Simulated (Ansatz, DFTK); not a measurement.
**BP: bulk modulus by level of theory**

**What was measured.** The bulk modulus of BP (F-43m) is reported as 174 GPa at 300 K (arxiv:1901.06272). The runs below try to reproduce it.

It takes space group F-43m (No. 216, cubic). The conventional cell has a = 4.538 Å, b = 4.538 Å, c = 4.538 Å, α = 90.00°, β = 90.00°, γ = 90.00°. P (site symmetry -43m) has 4 B at 1.97 Å as nearest neighbours. Around B (site symmetry -43m) lie 4 P at 1.97 Å.

```tsv
rung	level	program and potentials	cutoff (eV)	k mesh	smearing	core time	chip	bulk modulus (GPa)	miss	notes
GGA	PBEsol	Ansatz, Ansatz PAW	420	10 × 10 × 10	fermi-dirac 0.05	7.1 s	Intel Xeon	169.4	-2.6 %	potentials made for PBE, which Ansatz adapts in part
GGA	PBE	Ansatz, SPMS NC	789	10 × 10 × 10	fermi-dirac 0.05	15 s	Arm Neoverse V2	161.1	-7.4 %	-
meta-GGA	m-r2SCAN	Ansatz, Ansatz PAW	500	10 × 10 × 10	fermi-dirac 0.05	16 s	Arm Neoverse V2	169.4	-2.6 %	potentials made for PBE, which Ansatz adapts in part
hybrid	revPBE0	Ansatz, Ansatz PAW	420	5 × 5 × 5	fermi-dirac 0.05	43 s	Arm Neoverse V2	171.0	-1.7 %	coarse mesh; potentials made for PBE, which Ansatz adapts in part
hybrid	r2SCAN0	Ansatz, Ansatz PAW	500	5 × 5 × 5	fermi-dirac 0.05	49 s	AMD EPYC 9R45 Zen 5	178.1	+2.4 %	coarse mesh; potentials made for PBE, which Ansatz adapts in part
GGA	PBEsol	DFTK, PseudoDojo SR PBEsol 0.4.1 standard (PBEsol)	1034	10 × 10 × 10	fermi-dirac 0.05	8.5 min	Intel Xeon 6975P-C Granite Rapids	168.8	-3.0 %	-
```

Times are single runs on shared hosts and different chips, so they are rough; meshes, cutoffs and the tasks' sizes weigh on the time. Task: equation of state. All rows: no spin polarisation. m-r2SCAN is the variant of Desmarais and co-workers (2025). Smearing widths are in eV. The cell comes from a database and isn't always the measured one. Meshes differ between rows, which moves values too. Meshes are those of the run's cell of 2 atoms unless a note names another. Misses use the values as printed. Runs on faulty files, with rough fits or with known faults for this quantity aren't shown. No row holds spin-orbit coupling.

By rung: GGA 161.1 to 169.4; meta-GGA 169.4; hybrid on coarse meshes 171.0 to 178.1 (GPa). Measured: 174 GPa at 300 K (arxiv:1901.06272). Closest, coarse meshes and atomic bases left aside, is PBEsol with Ansatz, Ansatz PAW (-2.6 %), and PBE misses by -7.4 % on plain settings. The runs are for a static lattice, while measurements hold temperature and zero-point motion.
